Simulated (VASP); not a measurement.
# SbH3 in VASP: settings compared

One molecule, SbH3, is run at these levels: r2SCAN0, HSE06; tasks: single point.

Everything below comes from runs of VASP 6.6.1. Logs are shortened: lines on timing, memory, paths and dates and some standing lists are left out, and cuts for length are marked.

## (1) The structure

The cell holds a molecule in a box, 4 atoms: a = 11.000 Å, b = 12.000 Å, c = 11.000 Å, α = 90.00°, β = 90.00°, γ = 90.00°.

## (2) Single point, r2SCAN0

File POSCAR:

```
SbH3
1.0
   11.0000000000      0.0000000000      0.0000000000
    0.0000000000     12.0000000000      0.0000000000
    0.0000000000      0.0000000000     11.0000000000
Sb H
1 3
Cartesian
    6.0668999600      5.5924500000      4.8417000500
    6.4545000300      5.9744499600      6.4601000200
    4.5715000100      4.9178499600      5.3151000100
    5.3495999700      7.1241500400      4.6079000000
```

File INCAR.step1:

```
PREC     = Accurate       # precision mode
ENCUT    = 520            # plane-wave cutoff, eV
EDIFF    = 1E-5           # SCF threshold, eV
ISMEAR   = 0              # smearing method
SIGMA    = 0.01           # smearing width, eV
LREAL    = False          # projectors in reciprocal space
LASPH    = True           # aspherical terms in the spheres
NELM     = 80             # most SCF steps
ALGO     = Normal         # electronic algorithm
ISIF     = 2              # what is computed and relaxed
LWAVE    = True           # write WAVECAR
NBANDS   = 12             # bands
GGA      = PE             # functional
```

File INCAR.step2:

```
PREC     = Accurate       # precision mode
ENCUT    = 520            # plane-wave cutoff, eV
EDIFF    = 1E-6           # SCF threshold, eV
ISMEAR   = 0              # smearing method
SIGMA    = 0.01           # smearing width, eV
LREAL    = False          # projectors in reciprocal space
LASPH    = True           # aspherical terms in the spheres
NELM     = 80             # most SCF steps
ALGO     = Normal         # electronic algorithm
ISIF     = 2              # what is computed and relaxed
LWAVE    = False          # write WAVECAR
LCHARG   = True           # write CHGCAR
METAGGA  = R2SCAN         # meta-GGA
LHFCALC  = True           # exact exchange
AEXX     = 0.25           # exact-exchange fraction
LMIXTAU  = True         
PRECFOCK = Fast         
HFRCUT   = -1           
LELF     = True           # ELF
LVHAR    = True         
LVACPOTAV= True         
NBANDS   = 12             # bands
ISTART   = 1
```

File KPOINTS:

```
regular mesh
0
Gamma
  1 1 1
```

Potentials or basis: VASP PAW PBE potentials, release 64 (Sb, H).

The run is started by

```sh
$ cat potpaw_PBE.64/Sb/POTCAR potpaw_PBE.64/H/POTCAR > POTCAR
$ cp INCAR.step1 INCAR
$ mpirun -np 1 vasp_gam > vasp.out
$ cp INCAR.step2 INCAR
$ mpirun -np 1 vasp_gam > vasp.out
```

OUTCAR:

```text
PREC = Accurate
   ENCUT = 520
   EDIFF = 1E-6
   ISMEAR = 0
   LREAL = False
   LASPH = True
   NELM = 80
   ISIF = 2
   METAGGA = R2SCAN
   LHFCALC = True
   AEXX = 0.25
   PRECFOCK = Fast
   ISTART = 1

 ion  position               nearest neighbor table
   1  0.552  0.466  0.440-   4 1.71   2 1.71   3 1.71
   2  0.587  0.498  0.587-   1 1.71
   3  0.416  0.410  0.483-   1 1.71
   4  0.486  0.594  0.419-   1 1.71

  LATTYP: Found a simple tetragonal cell.
 ALAT       =    11.0000000000
 C/A-ratio  =     1.0909090909

  Lattice vectors:

 A1 = ( -11.0000000000,   0.0000000000,   0.0000000000)
 A2 = (   0.0000000000,   0.0000000000,  11.0000000000)
 A3 = (   0.0000000000,  12.0000000000,   0.0000000000)

Analysis of symmetry for initial positions (statically):
=====================================================================
 Subroutine PRICEL returns:
 Original cell was already a primitive cell.

 Routine SETGRP: Setting up the symmetry group for a
 simple tetragonal supercell.

 Subroutine GETGRP returns: Found  1 space group operations
 (whereof  1 operations were pure point group operations)
 out of a pool of 16 trial point group operations.

The static configuration has the point symmetry C_1 .

Analysis of symmetry for dynamics (positions and initial velocities):
=====================================================================
 Subroutine PRICEL returns:
 Original cell was already a primitive cell.

 Routine SETGRP: Setting up the symmetry group for a
 simple tetragonal supercell.

 Subroutine GETGRP returns: Found  1 space group operations
 (whereof  1 operations were pure point group operations)
 out of a pool of 16 trial point group operations.

The dynamic configuration has the point symmetry C_1 .

 Subroutine INISYM returns: Found  1 space group operations
 (whereof  1 operations are pure point group operations),
 and found     1 'primitive' translations

----------------------------------------------------------------------------------------

[... 75 lines left out ...]
   NSW    =      0    number of steps for IOM
   IBRION =     -1    ionic relax: 0-MD 1-quasi-New 2-CG
   NFREE  =      0    steps in history (QN), initial steepest desc. (CG)
   ISIF   =      2    stress and relaxation
   ISYM   =      3    0-nonsym 1-usesym 2-fastsym
   POTIM  = 0.5000    time-step for ionic-motion
   TEBEG  =    0.0;   TEEND  =   0.0 temperature during run
   PSTRESS=    0.0 pullay stress
   NELECT =       8.0000    total number of electrons
   NUPDOWN=      -1.0000    fix difference up-down
   EMIN   =  10.00;   EMAX   =-10.00  energy-range for DOS
   EFERMI =   0.00;   METHOD = LEGACY
   ISMEAR =     0;   SIGMA  =   0.01  broadening in eV -4-tet -1-fermi 0-gaus
   EFERMI_NEDOS =   21; number of points for ismear=-14 and -15
   IALGO  =     38    algorithm
   IMIX   =      1    mixing-type and parameters
     AMIX     =   0.40;   BMIX     =  1.00
     AMIX_MAG =   1.60;   BMIX_MAG =  1.00
  volume/ion in A,a.u.               =     363.00      2449.64
  Fermi-wavevector in a.u.,A,eV,Ry     =   0.289145  0.546405  1.137514  0.083605
  Thomas-Fermi vector in A             =   1.146600
   LORBIT       =      0    0 simple, 1 ext, 2 COOP (PROOUT), +10 PAW based schemes
   METAGGA = R2SCAN    functional components
   LHFCALC =     T    Hartree Fock is set to
   PRECFOCK=fast      Normal, Fast or Accurate (Low or Medium for compatibility)
   ENCUT4O =  -1.0   cutoff for four orbital integrals eV
   NKREDX  =     1    reduce k-point grid by
   NKREDY  =     1    reduce k-point grid by
   NKREDZ  =     1    reduce k-point grid by
   AEXX    =    0.2500 exact exchange contribution
   HFSCREEN=    0.0000 screening length (either q_TF or 0.3 A-1)
   HFSCREENC=   0.0000 screening length for correlation (either q_TF or 0.3 A-1)
   ENCUTFOCK=  -1.0 apply spherical cutoff to Coloumb kernel
   IVDW    =     0    specifies the selected vdW correction
   LEPSILON=     F    determine dielectric tensor
   LRPA    =     F    only Hartree local field effects (RPA)
 non-spin polarized calculation
 Gauss-broadening in eV      SIGMA  =   0.01
  energy-cutoff  :      520.00
  volume of cell :     1452.00
 maximum number of plane-waves:     19579
 NGX is ok and might be reduce to    84
  NGX = 42; NGY = 48; NGZ = 42

 number of electron       8.0000001 magnetization

 Free energy of the ion-electron system (eV)
  ---------------------------------------------------
  ext. energy  EPLUGINS =         0.00000000
  ---------------------------------------------------
  free energy    TOTEN  =       -33.17113887 eV

  energy without entropy =      -33.17113887  energy(sigma->0) =      -33.17113887

 E-fermi :  -7.3872     XC(G=0):  -0.4120

 val. band max:       -7.4417478891   @ k =   0.0000   0.0000   0.0000
 cond. band min:       0.0364439177   @ k =   0.0000   0.0000   0.0000
 fundamental gap:      7.4781918068
 Fermi energy:        -7.3872442837

 k-point     1 :       0.0000    0.0000    0.0000
  band No.  band energies     occupation
      1     -16.2783      2.00000
      2      -9.6242      2.00000
      3      -9.6228      2.00000
      4      -7.4417      2.00000
      5       0.0364      0.00000
      6       0.1695      0.00000
      7       0.1788      0.00000
      8       1.0282      0.00000
      9       1.2718      0.00000
     10       1.3193      0.00000
     11       1.4405      0.00000
     12       1.4713      0.00000

------------------------ aborting loop because EDIFF is reached ----------------------------------------

  FORCE on cell =-STRESS in cart. coord.  units (eV):
  Direction    XX          YY          ZZ          XY          YZ          ZX
  --------------------------------------------------------------------------------------
  -------------------------------------------------------------------------------------
  Total       -0.3485065     -0.3049322     -0.3579737     -0.0078053      0.0124568     -0.0143641
  in kB       -0.3845518     -0.3364707     -0.3949982     -0.0086126      0.0137452     -0.0158497
  external PRESSURE =      -0.3720069 kB  Pullay stress =       0.0000000 kB

 VOLUME and BASIS-vectors are now :
 -----------------------------------------------------------------------------
  energy-cutoff  :      520.00
  volume of cell :     1452.00
      direct lattice vectors                 reciprocal lattice vectors
    11.000000000  0.000000000  0.000000000     0.090909091  0.000000000  0.000000000
     0.000000000 12.000000000  0.000000000     0.000000000  0.083333333  0.000000000
     0.000000000  0.000000000 11.000000000     0.000000000  0.000000000  0.090909091

 POSITION                                       TOTAL-FORCE (eV/Angst)
 -----------------------------------------------------------------------------------
      6.06690      5.59245      4.84170        -0.154136      0.104976      0.154735
      6.45450      5.97445      6.46010        -0.034059     -0.031825     -0.135123
      4.57150      4.91785      5.31510         0.128915      0.066064     -0.047984
      5.34960      7.12415      4.60790         0.059280     -0.139215      0.028372
 -----------------------------------------------------------------------------------
    total drift:                                0.002408      0.004749      0.001955

  FREE ENERGIE OF THE ION-ELECTRON SYSTEM (eV)
  ---------------------------------------------------
  free  energy   TOTEN  =       -33.1711388657 eV

  energy  without entropy=      -33.1711388657  energy(sigma->0) =      -33.17113887
```

OUTCAR.step1:

```text
PREC = Accurate
   ENCUT = 520
   EDIFF = 1E-5
   ISMEAR = 0
   LREAL = False
[... 220 lines left out ...]
      6.06690      5.59245      4.84170         0.424013     -0.288213     -0.431197
      6.45450      5.97445      6.46010         0.045932      0.090089      0.331404
      4.57150      4.91785      5.31510        -0.307988     -0.108466      0.116411
      5.34960      7.12415      4.60790        -0.161957      0.306590     -0.016618
 -----------------------------------------------------------------------------------
    total drift:                               -0.000012     -0.000328     -0.000100

  FREE ENERGIE OF THE ION-ELECTRON SYSTEM (eV)
  ---------------------------------------------------
  free  energy   TOTEN  =       -13.1588759783 eV

  energy  without entropy=      -13.1588759783  energy(sigma->0) =      -13.15887598
```

It took 6.4 min on 1 thread of Intel Xeon Platinum 8488C (Sapphire Rapids), shared host; peak memory 1.2 GiB.

What came out:

```
Free energy                     : -33.1711 eV
Largest force                   : 0.242 eV/Å
Gap between the frontier levels : 7.48 eV
```

Forces in eV/Å, atoms in the order of the input:
```
Sb  -0.154  0.105  0.155
H   -0.034 -0.032 -0.135
H    0.129  0.066 -0.048
H    0.059 -0.139  0.028
```

Caveat: the PAW data sets were made with another functional, which shifts forces and pressure a little; spin-orbit coupling is left out, which moves the levels of the heavy elements.

(Continued in part 2 of 2.)
